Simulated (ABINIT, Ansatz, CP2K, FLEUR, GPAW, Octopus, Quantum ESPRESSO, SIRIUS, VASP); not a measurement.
# One calculation of ZnO, 10 ways

```
Zn O
1.0
     3.24931    0.00000    0.00000
    -1.62465    2.81398    0.00000
     0.00000    0.00000    5.20571
Zn O
2 2
Direct
  0.66667 0.33333 0.00000
  0.33333 0.66667 0.50000
  0.33333 0.66667 0.87901
  0.66667 0.33333 0.37901
```

Alike in all runs: task single point; functional PBE; k mesh 9 × 9 × 5; occupations fermi-dirac, width 0.05 eV; no spin polarisation; no spin-orbit coupling. Pressure is positive in compression and, in plane waves, holds the error of the finite cutoff, which Ansatz's Pulay term estimates and takes out.

```tsv
program and potentials	plane-wave cutoff (eV)	notes	pressure (GPa)	largest force (eV/Å)
Octopus, pseudodojo_pbe (PseudoDojo 0.5, PBE)	-	13 valence electrons an atom on average	-	0.075
Ansatz, Ansatz PAW (earlier soft set)	420	9 valence electrons an atom on average; Pulay term of +0.48 GPa included	4.99	0.070
ABINIT, JTH PAW PBE v2.0	626	9 valence electrons an atom on average	4.35	0.072
GPAW, GPAW PAW data sets (gpaw-data 1.2.1)	800	9 valence electrons an atom on average	?	?
SIRIUS, all-electron FP-LAPW, apw+lo standard	-	-	-	0.073
Ansatz, all-electron LAPW, scalar-relativistic	-	-	4.82	0.070
CP2K, POTENTIAL_UZH Zn GTH-PBE-q12, O GTH-PBE-q6; TZVP-MOLOPT-PBE-GTH basis	-	atomic basis; 9 valence electrons an atom on average	6.17	-
VASP, PBE PAW files O, Zn, 520 eV	520	9 valence electrons an atom on average	5.98	0.074
FLEUR, all-electron, FLAPW	-	-	-	0.070
Quantum ESPRESSO, SSSP 1.3 efficiency PBE	748	13 valence electrons an atom on average	5.11	0.072
```

Estimate from the other rows what the run with GPAW, GPAW PAW data sets (gpaw-data 1.2.1) gave.

Pressure 5.07 GPa; largest force 0.073 eV/Å. The other rows, which needn't bracket it: pressure 4.35 to 6.17; largest force 0.070 to 0.075.
